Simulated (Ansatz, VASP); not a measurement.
Si: VASP beside Ansatz

```
Si
1.0
     0.00000    2.63189    2.63189
     2.63189    0.00000    2.63189
     2.63189    2.63189    0.00000
Si
2
Direct
  0.87500 0.87500 0.87500
  0.12500 0.12500 0.12500
```

Alike in both runs: functional PBE; k mesh 13 × 13 × 13; occupations fermi-dirac, width 0.08 eV; no spin polarisation.

Ansatz relaxed the structure, and its values are those at the end. VASP's run is a single point on that final structure, the one shown.

|  | VASP | Ansatz |
| --- | --- | --- |
| version | VASP 6.6.1 | Ansatz 0.2.0 |
| potentials or method | VASP PAW PBE potentials, release 64 (Si), cutoff 520 eV | all-electron LAPW, scalar-relativistic |

```csv
,VASP,Ansatz,Ansatz less VASP
pressure (GPa),13.0,13.0,+0.01
```

Ansatz ran all-electron here, so the differences hold the error of VASP's frozen core and of both bases.
